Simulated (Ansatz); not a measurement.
The system is Sb.

```
CELL_PARAMETERS angstrom
-1.87134 1.87134 1.87134
1.87134 -1.87134 1.87134
1.87134 1.87134 -1.87134
ATOMIC_POSITIONS crystal
Sb 0.00000 0.00000 0.00000
```

This isn't the form of Sb at room conditions, which is rhombohedral.

Base run:

```yaml
Program: Ansatz 0.2.0
Functional: r2SCAN
Potentials_or_basis: Ansatz PAW
Cutoff: "500 eV (not typed: the program's choice for these potentials)"
k_mesh: 10 × 10 × 10
Occupations: fermi-dirac, width 0.05 eV
Spin: no spin polarisation
```

Its results: band gap on the k mesh none (metal or under the smearing width); pressure 2.5 GPa.

Q: The run is repeated on the same cell with these changes: functional from r2SCAN to revPBE; cutoff from 500 eV (not typed: the program's choice for these potentials) to 420 eV (not typed: the program's choice for these potentials). What comes out?

A: Band gap on the k mesh none (metal or under the smearing width); pressure 4.2 GPa.

Caveats: spin-orbit coupling is left out, which moves the levels of the heavy elements; the PAW data sets come from PBE, with cores solved anew for the run's functional, which leaves a small shift of forces and pressure.
